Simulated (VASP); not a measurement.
Crystal: WC (Qusongite).

```
W C
1.0
     2.90650    0.00000    0.00000
    -1.45325    2.51710    0.00000
     0.00000    0.00000    2.83660
W C
1 1
Direct
  0.00000 0.00000 0.00000
  0.66667 0.33333 0.50000
```

* Program: VASP 6.6.1
* Task: relaxation of cell and atoms
* Functional: RPBE
* Dispersion: D3(BJ)
* Potentials or basis: VASP PAW PBE potentials, release 64 (W_sv, C)
* Cutoff: 600 eV
* k mesh: 10 × 10 × 9
* Occupations: fermi-dirac, width 0.05 eV
* Spin: no spin polarisation

At the start: pressure -31.4 GPa; volume 10.38 Å³/atom.

**Question.** How do energy, volume and symmetry change on relaxing?

**Answer.** Over 7 steps the energy falls by 80.7 meV/atom and the volume is 9.61 Å³/atom (-7.4 %); space group P-6m2 (No. 187, to 0.05 Å).

The path:
| step | energy change (eV) | largest force (eV/Å) | pressure (GPa) | volume (Å³) |
| --- | --- | --- | --- | --- |
| 1 | 0.0000 | 0.0000 | -31.45 | 20.75 |
| 2 | 1.6875 | 0.0000 | 179.69 | 15.22 |
| 3 | -0.1588 | 0.0000 | -3.55 | 19.37 |
| 4 | -0.1603 | 0.0000 | -0.88 | 19.26 |
| 5 | -0.1604 | 0.0000 | 0.01 | 19.22 |
| 6 | -0.1598 | 0.0000 | 0.13 | 19.20 |
| 7 | -0.1614 | 0.0000 | 0.05 | 19.21 |

Final structure:
```
W C
1.0
     2.82801    0.00000    0.00000
    -1.41401    2.44913    0.00000
     0.00000    0.00000    2.77383
W C
1 1
Direct
  0.00000 0.00000 0.00000
  0.66667 0.33333 0.50000
```

Caveat: the PAW data sets were made with another functional, which shifts forces and pressure a little; pairwise dispersion overbinds metals, which lowers pressure and volume.
